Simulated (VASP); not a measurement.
Here is a VASP 6.6.1 calculation.

File INCAR:

```
  ALGO = Normal
  EDIFF = 1E-7
  ENCUT = 550
  GGA = PE
  ISIF = 2
  ISMEAR = 0
  IVDW = 13
  KPAR = 4
  LASPH = True
  LCHARG = False
  LREAL = False
  LWAVE = False
  NBANDS = 15
  NELM = 80
  PREC = Accurate
  SIGMA = 0.02
```

Contents of KPOINTS:

```
k-points
0
Gamma
  8 8 8
```

Contents of POSCAR:

```
CaS                                     
1.0
    0.0000000000      2.8312509493      2.8312509493
    2.8312509493      0.0000000000      2.8312509493
    2.8312509493      2.8312509493      0.0000000000
  Ca              S             
     1     1
Direct
     0.0000000000000000    0.0000000000000000    0.0000000000000000
     0.5000000000000000    0.5000000000000000    0.5000000000000000
```

KPOINTS_OPT

```
path GXWKGLUWLK,UX
15
line-mode
reciprocal
 0.0000000000  0.0000000000  0.0000000000  G
 0.5000000000  0.0000000000  0.5000000000  X

 0.5000000000  0.0000000000  0.5000000000  X
 0.5000000000  0.2500000000  0.7500000000  W

 0.5000000000  0.2500000000  0.7500000000  W
 0.3750000000  0.3750000000  0.7500000000  K

 0.3750000000  0.3750000000  0.7500000000  K
 0.0000000000  0.0000000000  0.0000000000  G

 0.0000000000  0.0000000000  0.0000000000  G
 0.5000000000  0.5000000000  0.5000000000  L

 0.5000000000  0.5000000000  0.5000000000  L
 0.6250000000  0.2500000000  0.6250000000  U

 0.6250000000  0.2500000000  0.6250000000  U
 0.5000000000  0.2500000000  0.7500000000  W

 0.5000000000  0.2500000000  0.7500000000  W
 0.5000000000  0.5000000000  0.5000000000  L

 0.5000000000  0.5000000000  0.5000000000  L
 0.3750000000  0.3750000000  0.7500000000  K

 0.6250000000  0.2500000000  0.6250000000  U
 0.5000000000  0.0000000000  0.5000000000  X
```

Potentials or basis: VASP PAW PBE potentials, release 64 (Ca_sv, S).

Run with:

```console
$ cat potpaw_PBE.64/Ca_sv/POTCAR potpaw_PBE.64/S/POTCAR > POTCAR
$ mpirun -np 4 vasp_std > vasp.out
```

Q: What does it give for the band gap on the k mesh?

A: 2.32 eV, indirect (least direct gap 3.14 eV).

Q: What does it give for the band gap along the path?

A: 2.32 eV, indirect (least direct gap 3.14 eV).

Q: Estimate the pressure.

A: 0.0 GPa.

Levels at the corners of the path, in eV from the valence-band top:
| point | band 6 | band 7 | band 8 | band 9 | band 10 | band 11 |
| --- | --- | --- | --- | --- | --- | --- |
| Γ | 0.00 | 0.00 | 0.00 | 4.16 | 4.16 | 4.16 |
| X | -2.31 | -0.82 | -0.82 | 2.32 | 5.64 | 6.11 |
| X | -2.31 | -0.82 | -0.82 | 2.32 | 5.64 | 6.11 |
| W | -1.81 | -1.81 | -1.58 | 4.85 | 4.85 | 6.05 |
| W | -1.81 | -1.81 | -1.58 | 4.85 | 4.85 | 6.05 |
| K | -2.07 | -1.91 | -1.05 | 3.67 | 6.36 | 6.49 |
| K | -2.07 | -1.91 | -1.05 | 3.67 | 6.36 | 6.49 |
| Γ | 0.00 | 0.00 | 0.00 | 4.16 | 4.16 | 4.16 |
| Γ | 0.00 | 0.00 | 0.00 | 4.16 | 4.16 | 4.16 |
| L | -3.15 | -1.19 | -1.19 | 5.25 | 6.12 | 6.25 |
| L | -3.15 | -1.19 | -1.19 | 5.25 | 6.12 | 6.25 |
| U | -2.07 | -1.91 | -1.05 | 3.67 | 6.36 | 6.49 |
| U | -2.07 | -1.91 | -1.05 | 3.67 | 6.36 | 6.49 |
| W | -1.81 | -1.81 | -1.58 | 4.85 | 4.85 | 6.05 |
| W | -1.81 | -1.81 | -1.58 | 4.85 | 4.85 | 6.05 |
| L | -3.15 | -1.19 | -1.19 | 5.25 | 6.12 | 6.25 |
| L | -3.15 | -1.19 | -1.19 | 5.25 | 6.12 | 6.25 |
| K | -2.07 | -1.91 | -1.05 | 3.67 | 6.36 | 6.49 |
| U | -2.07 | -1.91 | -1.05 | 3.67 | 6.36 | 6.49 |
| X | -2.31 | -0.82 | -0.82 | 2.32 | 5.64 | 6.11 |
